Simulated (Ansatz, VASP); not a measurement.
## SrCl2 in VASP and in Ansatz

Contents of INCAR:

```
  ALGO = Normal
  EDIFF = 1E-6
  ENCUT = 520
  GGA = PE
  ISIF = 2
  ISMEAR = 0
  LASPH = True
  LCHARG = True
  LELF = True
  LREAL = False
  LVHAR = True
  LWAVE = False
  NBANDS = 19
  NELM = 80
  PREC = Accurate
  SIGMA = 0.02
```

KPOINTS

```
k-points
0
Gamma
  6 6 6
```

Contents of POSCAR:

```
SrCl2
1.0
    0.0000000000      3.6328144641      3.6328144641
    3.6328144641      0.0000000000      3.6328144641
    3.6328144641      3.6328144641      0.0000000000
Sr Cl
1 2
Direct
    0.0000000000      0.0000000000      0.0000000000
    0.2500000000      0.2500000000      0.2500000000
    0.7500000000      0.7500000000      0.7500000000
```

Input for Ansatz:

```yaml
crystal:
  lattice:
    - [0.0, 3.6328144641, 3.6328144641]
    - [3.6328144641, 0.0, 3.6328144641]
    - [3.6328144641, 3.6328144641, 0.0]
  atoms:
    - { symbol: Sr, position: [0.0, 0.0, 0.0] }
    - { symbol: Cl, position: [0.25, 0.25, 0.25] }
    - { symbol: Cl, position: [0.75, 0.75, 0.75] }
basis:
  ecutwfc: 420
kpoints:
  mp_grid: { grid: [6, 6, 6] }
hamiltonian:
  xc: pbe
scf:
  occupations: { method: gaussian, width: 0.02 }
output:
  forces: true
  stress: true
  eigenvalues: true
```

Alike in both runs: task single point; functional PBE; k mesh 6 × 6 × 6; occupations gaussian, width 0.02 eV; no spin polarisation.

|  | VASP | Ansatz |
| --- | --- | --- |
| version | VASP 6.6.1 | Ansatz 0.2.0 |
| potentials or method | VASP PAW PBE potentials, release 64 (Sr_sv, Cl) | scalar-relativistic, plane waves, PAW |
| plane-wave cutoff (eV) | 520 | 420 |
| valence electrons in the cell | 24 | 24 |

```csv
,VASP,Ansatz,Ansatz less VASP
gap on the k mesh at the Fermi level (eV),4.88,4.88,+0.002
least direct gap on the mesh (eV),5.17,5.17,0.000
pressure (GPa),-2.5,-2.6,-0.04
```

A k mesh can miss the band edges. PBE gaps usually lie below the measured ones, often by a third to a half.
